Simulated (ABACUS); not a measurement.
# Sc (Fm-3m) in ABACUS: a series of runs

One crystal, Sc, is run at these levels: PBE; tasks: equation of state.

Everything below comes from runs of ABACUS 3.10.1. Logs are shortened: lines on timing, memory, paths and dates and some standing lists are left out, and cuts for length are marked.

### 1 The structure

The structure is cubic, space group Fm-3m (No. 225). Conventional cell: a = 4.520 Å, b = 4.520 Å, c = 4.520 Å, α = 90.00°, β = 90.00°, γ = 90.00°. Around Sc (site symmetry m-3m) lie 12 Sc at 3.20 Å.

This isn't the form of Sc at room conditions, which is hcp.

### 2 Equation of state, PBE, 21.70 Å³/atom (volume scaled by 0.94)

Contents of INPUT:

```
INPUT_PARAMETERS
suffix              Sc
calculation         scf
basis_type          lcao
pseudo_dir          ./
orbital_dir         ./
symmetry            1
dft_functional      pbe
ecutwfc             100
pseudo_rcut         10
nspin               1
nbands              10
ks_solver           genelpa
smearing_method     fd
smearing_sigma      0.00367493
scf_thr             1e-07
scf_nmax            100
mixing_type         broyden
mixing_beta         0.7
cal_force           1
cal_stress          1
out_mul             1
```

Contents of STRU:

```
ATOMIC_SPECIES
Sc 44.9559 Sc.upf

NUMERICAL_ORBITAL
Sc_confined-atom_8au_3s2p2d1f.orb

LATTICE_CONSTANT
1.8897261246

LATTICE_VECTORS
0.0000000000 2.2138646057 2.2138646057
2.2138646057 0.0000000000 2.2138646057
2.2138646057 2.2138646057 0.0000000000

ATOMIC_POSITIONS
Direct

Sc
0.0
1
0.0000000000 0.0000000000 0.0000000000 1 1 1
```

Contents of KPT:

```
K_POINTS
0
Gamma
10 10 10 0 0 0
```

Potentials or basis: PseudoDojo NC SR 0.4.1 PBE standard, DZP LCAO (the cutoffs set its grid).

Started as:

```bash
> OMP_NUM_THREADS=1 mpirun -np 4 abacus > log
```

running log:

```text
ABACUS v3.10.1

               Atomic-orbital Based Ab-initio Computation at UStc

 ------------------------------------------------------------------------------------

 READING GENERAL INFORMATION
                           global_out_dir = OUT.Sc/
                           global_in_card = INPUT
                               pseudo_dir = ./
                              orbital_dir = ./
                                    DSIZE = 4
                                    GSIZE = 1

 READING UNITCELL INFORMATION
                                    ntype = 1
                  lattice constant (Bohr) = 1.88973
              lattice constant (Angstrom) = 1

 READING ATOM TYPE 1
                               atom label = Sc
                      L=0, number of zeta = 3
                      L=1, number of zeta = 2
                      L=2, number of zeta = 2
                      L=3, number of zeta = 1
             number of atom for this type = 1

                        TOTAL ATOM NUMBER = 1
DIRECT COORDINATES
    atom                   x                   y                   z     mag                  vx                  vy                  vz
taud_Sc1            0.0000000000        0.0000000000        0.0000000000  0.0000        0.0000000000        0.0000000000        0.0000000000

                          Volume (Bohr^3) = 146.447
                             Volume (A^3) = 21.7011

 Lattice vectors: (Cartesian coordinate: in unit of a_0)
                   +0            +2.21386            +2.21386
             +2.21386                  +0            +2.21386
             +2.21386            +2.21386                  +0
 Reciprocal vectors: (Cartesian coordinate: in unit of 2 pi/a_0)
            -0.225849           +0.225849           +0.225849
            +0.225849           -0.225849           +0.225849
            +0.225849           +0.225849           -0.225849
 The esolver type has been set to : ksdft_lcao

                PAO radial cut off (Bohr) = 10

 Read in pseudopotential file is Sc.upf
                     pseudopotential type = NC
          exchange-correlation functional = PBE
                 nonlocal core correction = 1
                        valence electrons = 11
                                     lmax = 2
                           number of zeta = 4
                     number of projectors = 6
                           L of projector = 0
                           L of projector = 0
                           L of projector = 1
                           L of projector = 1
                           L of projector = 2
                           L of projector = 2
     initial pseudo atomic orbital number = 10

 SETUP THE ELECTRONS NUMBER
            electron number of element Sc = 11
      total electron number of element Sc = 11
            AUTOSET number of electrons:  = 11
                           occupied bands = 6
                                   NLOCAL = 26
                                   NBANDS = 10
                                   NBANDS = 10
                                   NLOCAL = 26

%%%%%%%%%%%%%%%%%%%%%%%%%%%%%%%%%%%%%%%%%%%%%%%%%%%%%%%%%%%%%%%%%%%%%%%%%%%%%%%%%%%%%%%%%%%%%%%%%%%%%%%%%%
 Warning: the number of valence electrons in pseudopotential > 3 for Sc: [Ar] 3d1 4s2
 Pseudopotentials with additional electrons can yield (more) accurate outcomes, but may be less efficient.
 If you're confident that your chosen pseudopotential is appropriate, you can safely ignore this warning.
%%%%%%%%%%%%%%%%%%%%%%%%%%%%%%%%%%%%%%%%%%%%%%%%%%%%%%%%%%%%%%%%%%%%%%%%%%%%%%%%%%%%%%%%%%%%%%%%%%%%%%%%%%

 SETUP THE PLANE WAVE BASIS
 energy cutoff for charge/potential (unit:Ry) = 400
            fft grid for charge/potential = [ 40, 40, 40 ]
                        fft grid division = [ 5, 5, 5 ]
        big fft grid for charge/potential = [ 8, 8, 8 ]
                                     nbxx = 128
                                     nrxx = 16000

 SETUP PLANE WAVES FOR CHARGE/POTENTIAL
                    number of plane waves = 19795
                         number of sticks = 955

 PARALLEL PW FOR CHARGE/POTENTIAL
     PROC   COLUMNS(POT)             PW
        1            239           4950
        2            239           4950
        3            238           4945
        4            239           4950
[... 46 lines left out ...]
                       right hand lattice = 1
(for reciprocal lattice: )
                             BRAVAIS TYPE = 2
                     BRAVAIS LATTICE NAME = 02. Cubic I (body-centered)
                                    ibrav = 2
                       right hand lattice = 1
(for k-lattice: )
                             BRAVAIS TYPE = 2
                     BRAVAIS LATTICE NAME = 02. Cubic I (body-centered)
                                    ibrav = 2
                       right hand lattice = 1
                        ROTATION MATRICES = 48
                               nkstot_ibz = 47
K-POINTS REDUCTION ACCORDING TO SYMMETRY
     IBZ    DIRECT_X    DIRECT_Y    DIRECT_Z  WEIGHT  ibz2bz
       1  0.00000000  0.00000000  0.00000000  0.0010       0
       2  0.10000000  0.10000000  0.10000000  0.0080       1
       3  0.20000000  0.20000000  0.20000000  0.0080       2
       4  0.30000000  0.30000000  0.30000000  0.0080       3
       5  0.40000000  0.40000000  0.40000000  0.0080       4
       6  0.50000000  0.50000000  0.50000000  0.0040       5
[... 22 lines left out ...]
      29  0.50000000  0.50000000  0.10000000  0.0240      45
      30 -0.20000000  0.40000000  0.40000000  0.0120      46
[... 17 further k points ...]

                               nkstot now = 47
[... K-POINTS DIRECT COORDINATES: 47 rows ...]

           k-point number in this process = 47
       minimum distributed K point number = 47
[... stars of the k points ...]

[... K-POINTS CARTESIAN COORDINATES: 47 rows ...]

[... K-POINTS DIRECT COORDINATES: 47 rows ...]

 SETUP PLANE WAVES FOR WAVE FUNCTIONS
     energy cutoff for wavefunc (unit:Ry) = 100
              fft grid for wave functions = [ 40, 40, 40 ]
                    number of plane waves = 3383
                         number of sticks = 301

 PARALLEL PW FOR WAVE FUNCTIONS
     PROC   COLUMNS(POT)             PW
        1             75            846
        2             75            846
        3             75            846
        4             76            845
 --------------- sum -------------------
        4            301           3383

 SET NONLOCAL PSEUDOPOTENTIAL PROJECTORS
 max number of nonlocal projetors among all species is 6

 -------------------------------------------
 SELF-CONSISTENT
 -------------------------------------------

 SETUP SEARCHING RADIUS FOR PROGRAM TO SEARCH ADJACENT ATOMS
                  longest orb rcut (Bohr) = 8
   longest nonlocal projector rcut (Bohr) = 1.7
                     search radius (Bohr) = 19.4
              searching radius is (Bohr)) = 19.4
         searching radius unit is (Bohr)) = 1.89
                         PeriodicBoundary = 1
                        Radius(unit:lat0) = 10.3
                                   glayer = [ 6, 6, 6 ]
                             glayer_minus = [ 5, 5, 5 ]

Find the coordinate range of the input atom(unit:lat0).
                                  min_tau = [ -22.1, -22.1, -22.1 ]
                                  max_tau = [ 22.1, 22.1, 22.1 ]
                                BoxNumber = [ 11, 11, 11 ]

 SETUP EXTENDED REAL SPACE GRID FOR GRID INTEGRATION
                          real space grid = [ 40, 40, 40 ]
                 big cell numbers in grid = [ 8, 8, 8 ]
             meshcell numbers in big cell = [ 5, 5, 5 ]
                        extended fft grid = [ 14, 14, 14 ]
                dimension of extened grid = [ 37, 37, 37 ]
                            UnitCellTotal = 125
              Atom number in sub-FFT-grid = 1
    Local orbitals number in sub-FFT-grid = 26
                                ParaV.nnr = 23829
                                 init_chg = atomic

 LCAO ALGORITHM --------------- ION=   1  ELEC=   1--------------------------------

 Density error is 0.0256369599844
----------------------------------------------------------
     Energy           Rydberg                 eV
----------------------------------------------------------
 E_KohnSham     -96.7773262631       -1316.7230743828
 E_Harris       -97.3289925322       -1324.2288790379
 E_Fermi        0.8111824116         11.0367029149
----------------------------------------------------------
[... 58 lines left out ...]
 Density error is 2.9777156235e-08
----------------------------------------------------------
     Energy           Rydberg                 eV
----------------------------------------------------------
 E_KohnSham     -96.7788088597       -1316.7432461445
 E_KS(sigma->0) -96.7782440857       -1316.7355620009
 E_Harris       -96.7788081399       -1316.7432363509
 E_band         -10.9367369799       -148.8019404535
 E_one_elec     -34.0034707121       -462.6409534602
 E_Hartree      19.7942415627        269.3144728406
 E_xc           -16.2656720378       -221.3058215133
 E_Ewald        -66.3027781246       -902.0955757244
 E_entropy(-TS) -0.0011295479        -0.0153682871
 E_descf        0.0000000000         0.0000000000
 E_exx          0.0000000000         0.0000000000
 E_Fermi        0.7974738428         10.8501882685
----------------------------------------------------------

 charge density convergence is achieved
 final etot is -1316.7432461 eV
 EFERMI = 10.850188269 eV

 STATE ENERGY(eV) AND OCCUPATIONS    NSPIN == 1
 1/47 kpoint (Cartesian) = 0.0000 0.0000 0.0000 (606 pws)
       1       -38.2417     0.00200000
       2       -16.5653     0.00200000
       3       -16.5653     0.00200000
       4       -16.5653     0.00200000
       5        5.46813     0.00200000
       6        12.6263    7.47882e-19
       7        12.6263    7.47882e-19
       8        12.6263    7.47882e-19
       9        14.2660    4.27798e-33
      10        14.2660    4.27798e-33
[... 49 lines left out ...]
 6/47 kpoint (Cartesian) = 0.11292 0.11292 0.11292 (616 pws)
       1       -38.1398     0.00800000
       2       -17.1713     0.00800000
       3       -16.6424     0.00800000
       4       -16.6424     0.00800000
       5        8.95889     0.00800000
       6        11.3629    2.81636e-07
       7        12.4858    4.96942e-17
       8        12.4858    4.96942e-17
       9        15.3125    1.39402e-41
      10        15.3125    1.39402e-41

[... levels at 41 further k points ...]

 correction force for each atom along direction 1 is -9.32301e-14
 correction force for each atom along direction 2 is -1.54343e-15
 correction force for each atom along direction 3 is -5.88426e-14
------------------------------------------------------------------------------------------
 TOTAL-FORCE (eV/Angstrom)
------------------------------------------------------------------------------------------
                       Sc1         0.0000000000         0.0000000000         0.0000000000
------------------------------------------------------------------------------------------

----------------------------------------------------------------
 TOTAL-STRESS (KBAR)
----------------------------------------------------------------
        85.7889936638        -0.0000000000         0.0000000000
         0.0000000000        85.7889936638        -0.0000000000
         0.0000000000         0.0000000000        85.7889936638
----------------------------------------------------------------
 TOTAL-PRESSURE: 85.788994 KBAR

 --------------------------------------------
 !FINAL_ETOT_IS -1316.7432461444609544 eV
 --------------------------------------------
```

Run time: 3.9 s. Hardware: 4 MPI ranks of INTEL XEON PLATINUM 8581C at 2.10GHz (Emerald Rapids), shared host; peak memory 0.4 GiB.

Results:

- Free energy: -1316.7432 eV
- Pressure: 8.6 GPa
- Band gap on the k mesh: none (metal or under the smearing width)

Caveat: the atomic orbitals were generated for these runs and aren't a published set; the basis of atomic orbitals isn't converged, which shifts pressures, moduli and gaps.

### 3 Equation of state, PBE, 22.16 Å³/atom (volume scaled by 0.96)

INPUT is that of step 2.

Contents of STRU:

```
ATOMIC_SPECIES
Sc 44.9559 Sc.upf

NUMERICAL_ORBITAL
Sc_confined-atom_8au_3s2p2d1f.orb

LATTICE_CONSTANT
1.8897261246

LATTICE_VECTORS
0.0000000000 2.2294557152 2.2294557152
2.2294557152 0.0000000000 2.2294557152
2.2294557152 2.2294557152 0.0000000000

ATOMIC_POSITIONS
Direct

Sc
0.0
1
0.0000000000 0.0000000000 0.0000000000 1 1 1
```

KPT is that of step 2.

Potentials or basis: PseudoDojo NC SR 0.4.1 PBE standard, DZP LCAO (the cutoffs set its grid).

Started as:

```bash
> OMP_NUM_THREADS=1 mpirun -np 4 abacus > log
```

Wall time 3.8 s (4 MPI ranks of INTEL XEON PLATINUM 8581C at 2.10GHz (Emerald Rapids), shared host); peak memory 0.4 GiB.

The run converged. Its results:

| Property | Result |
| --- | --- |
| Free energy | -1316.7657 eV |
| Pressure | 7.0 GPa |
| Band gap on the k mesh | none (metal or under the smearing width) |

Caveat: the atomic orbitals were generated for these runs and aren't a published set; the basis of atomic orbitals isn't converged, which shifts pressures, moduli and gaps.

### 4 Equation of state, PBE, 22.62 Å³/atom (volume scaled by 0.98)

INPUT is that of step 3.

Contents of STRU:

```
ATOMIC_SPECIES
Sc 44.9559 Sc.upf

NUMERICAL_ORBITAL
Sc_confined-atom_8au_3s2p2d1f.orb

LATTICE_CONSTANT
1.8897261246

LATTICE_VECTORS
0.0000000000 2.2448317577 2.2448317577
2.2448317577 0.0000000000 2.2448317577
2.2448317577 2.2448317577 0.0000000000

ATOMIC_POSITIONS
Direct

Sc
0.0
1
0.0000000000 0.0000000000 0.0000000000 1 1 1
```

KPT is that of step 3.

Started as:

```bash
> OMP_NUM_THREADS=1 mpirun -np 4 abacus > log
```

Wall time 3.7 s (4 MPI ranks of INTEL XEON PLATINUM 8581C at 2.10GHz (Emerald Rapids), shared host); peak memory 0.4 GiB.

Results (log left out):

| Property | Result |
| --- | --- |
| Free energy | -1316.7837 eV |
| Pressure | 5.5 GPa |
| Band gap on the k mesh | none (metal or under the smearing width) |

Caveat: the atomic orbitals were generated for these runs and aren't a published set; the basis of atomic orbitals isn't converged, which shifts pressures, moduli and gaps.

### 5 Equation of state, PBE, 23.09 Å³/atom

INPUT is that of step 4.

Contents of STRU:

```
ATOMIC_SPECIES
Sc 44.9559 Sc.upf

NUMERICAL_ORBITAL
Sc_confined-atom_8au_3s2p2d1f.orb

LATTICE_CONSTANT
1.8897261246

LATTICE_VECTORS
0.0000000000 2.2600000000 2.2600000000
2.2600000000 0.0000000000 2.2600000000
2.2600000000 2.2600000000 0.0000000000

ATOMIC_POSITIONS
Direct

Sc
0.0
1
0.0000000000 0.0000000000 0.0000000000 1 1 1
```

KPT is that of step 4.

Started as:

```bash
> OMP_NUM_THREADS=1 mpirun -np 4 abacus > log
```

Run time: 3.6 s. Hardware: 4 MPI ranks of INTEL XEON PLATINUM 8581C at 2.10GHz (Emerald Rapids), shared host; peak memory 0.4 GiB.

Results (log left out):

```
Free energy            : -1316.7976 eV
Pressure               : 4.2 GPa
Band gap on the k mesh : none (metal or under the smearing width)
```

Caveat: the atomic orbitals were generated for these runs and aren't a published set; the basis of atomic orbitals isn't converged, which shifts pressures, moduli and gaps.

### 6 Equation of state, PBE, 23.55 Å³/atom (volume scaled by 1.02)

INPUT is that of step 5.

Contents of STRU:

```
ATOMIC_SPECIES
Sc 44.9559 Sc.upf

NUMERICAL_ORBITAL
Sc_confined-atom_8au_3s2p2d1f.orb

LATTICE_CONSTANT
1.8897261246

LATTICE_VECTORS
0.0000000000 2.2749673236 2.2749673236
2.2749673236 0.0000000000 2.2749673236
2.2749673236 2.2749673236 0.0000000000

ATOMIC_POSITIONS
Direct

Sc
0.0
1
0.0000000000 0.0000000000 0.0000000000 1 1 1
```

KPT is that of step 5.

Potentials or basis: PseudoDojo NC SR 0.4.1 PBE standard, DZP LCAO (the cutoffs set its grid).

Started as:

```bash
> OMP_NUM_THREADS=1 mpirun -np 4 abacus > log
```

It took 3.6 s on 4 MPI ranks of INTEL XEON PLATINUM 8581C at 2.10GHz (Emerald Rapids), shared host; peak memory 0.4 GiB.

The run converged. Its results:

| Property | Result |
| --- | --- |
| Free energy | -1316.8077 eV |
| Pressure | 2.9 GPa |
| Band gap on the k mesh | none (metal or under the smearing width) |

Caveat: the atomic orbitals were generated for these runs and aren't a published set; the basis of atomic orbitals isn't converged, which shifts pressures, moduli and gaps.

### 7 Equation of state, PBE, 24.01 Å³/atom (volume scaled by 1.04)

INPUT is that of step 6.

Contents of STRU:

```
ATOMIC_SPECIES
Sc 44.9559 Sc.upf

NUMERICAL_ORBITAL
Sc_confined-atom_8au_3s2p2d1f.orb

LATTICE_CONSTANT
1.8897261246

LATTICE_VECTORS
0.0000000000 2.2897402526 2.2897402526
2.2897402526 0.0000000000 2.2897402526
2.2897402526 2.2897402526 0.0000000000

ATOMIC_POSITIONS
Direct

Sc
0.0
1
0.0000000000 0.0000000000 0.0000000000 1 1 1
```

KPT is that of step 6.

Started as:

```bash
> OMP_NUM_THREADS=1 mpirun -np 4 abacus > log
```

It took 3.5 s on 4 MPI ranks of INTEL XEON PLATINUM 8581C at 2.10GHz (Emerald Rapids), shared host; peak memory 0.4 GiB.

The run converged. Its results:

- Free energy: -1316.8144 eV
- Pressure: 1.7 GPa
- Band gap on the k mesh: none (metal or under the smearing width)

Caveat: the atomic orbitals were generated for these runs and aren't a published set; the basis of atomic orbitals isn't converged, which shifts pressures, moduli and gaps.

### 8 Equation of state, PBE, 24.47 Å³/atom (volume scaled by 1.06)

INPUT is that of step 7.

Contents of STRU:

```
ATOMIC_SPECIES
Sc 44.9559 Sc.upf

NUMERICAL_ORBITAL
Sc_confined-atom_8au_3s2p2d1f.orb

LATTICE_CONSTANT
1.8897261246

LATTICE_VECTORS
0.0000000000 2.3043249787 2.3043249787
2.3043249787 0.0000000000 2.3043249787
2.3043249787 2.3043249787 0.0000000000

ATOMIC_POSITIONS
Direct

Sc
0.0
1
0.0000000000 0.0000000000 0.0000000000 1 1 1
```

KPT is that of step 7.

Started as:

```bash
> OMP_NUM_THREADS=1 mpirun -np 4 abacus > log
```

It took 3.4 s on 4 MPI ranks of INTEL XEON PLATINUM 8581C at 2.10GHz (Emerald Rapids), shared host; peak memory 0.4 GiB.

The run converged. Its results:

```yaml
Free_energy: -1316.8179 eV
Pressure: 0.7 GPa
Band_gap_on_the_k_mesh: none (metal or under the smearing width)
```

Caveat: the atomic orbitals were generated for these runs and aren't a published set; the basis of atomic orbitals isn't converged, which shifts pressures, moduli and gaps.

### 9 Equation of state, PBE

Potentials or basis: PseudoDojo NC SR 0.4.1 PBE standard, DZP LCAO (the cutoffs set its grid).

No new run: the results of the series are fitted here.

What came out:

```
Equilibrium volume : 24.80 Å³/atom (rough: see the caveat)
Bulk modulus       : 51 GPa (rough)
```

Energy against volume, from the lowest point:
```tsv
volume (Å³/atom)	energy (meV/atom)
21.701	74.65
22.163	52.23
22.625	34.21
23.086	20.35
23.548	10.20
24.010	3.47
24.472	0.00
```

Caveat: the atomic orbitals were generated for these runs and aren't a published set; the minimum lies outside the volumes run; the basis of atomic orbitals isn't converged, which shifts pressures, moduli and gaps.
